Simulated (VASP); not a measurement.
Input of a VASP 6.6.1 run:

The input INCAR:

```
SYSTEM = C
PREC     = Accurate       ! precision mode
ENCUT    = 520            ! plane-wave cutoff, eV
EDIFF    = 1E-7           ! SCF threshold, eV
ISMEAR   = 0              ! smearing method
SIGMA    = 0.02           ! smearing width, eV
LREAL    = .FALSE.        ! projectors in reciprocal space
LASPH    = .TRUE.         ! aspherical terms in the spheres
NELM     = 60             ! most SCF steps
ALGO     = Normal         ! electronic algorithm
ISIF     = 3              ! what is computed and relaxed
LWAVE    = .FALSE.        ! write WAVECAR
LCHARG   = .FALSE.        ! write CHGCAR
GGA      = PE             ! functional
IVDW     = 12             ! dispersion correction
IBRION   = 2              ! ionic algorithm
NSW      = 80             ! ionic steps
EDIFFG   = -0.002         ! ionic threshold
```

KPOINTS

```
regular mesh
0
G
  6 6 2
  0 0 0
```

File POSCAR:

```
C
1.0
    2.4560000000      0.0000000000      0.0000000000
   -1.2280000000      2.1269583900      0.0000000000
    0.0000000000      0.0000000000      6.6960000000
C
4
Direct
    0.0000000000      0.0000000000      0.7500000000
    0.0000000000      0.0000000000      0.2500000000
    0.3333333300      0.6666666700      0.7500000000
    0.6666666700      0.3333333300      0.2500000000
```

Potentials or basis: VASP PAW PBE potentials, release 64 (C).

Run with:

```bash
$ cat potpaw_PBE.64/C/POTCAR > POTCAR
$ mpirun -np 1 vasp_std > vasp.out
```

Q: Predict the space group after relaxing (to 0.05 Å).

A: P6_3/mmc (No. 194).

Q: Predict the dispersion energy per atom.

A: -0.158 eV.

Q: Predict the relaxed volume.

A: 8.77 Å³/atom.

Final structure:
```
C
1.0
     2.46726    0.00000    0.00000
    -1.23363    2.13671    0.00000
     0.00000    0.00000    6.65261
C
4
Cartesian
  0.0000 0.0000 4.9895
  0.0000 0.0000 1.6632
  0.0000 1.4245 4.9895
  1.2336 0.7122 1.6632
```

Caveat: the k mesh is coarse (spacing up to 0.49 Å⁻¹), so the values aren't converged.
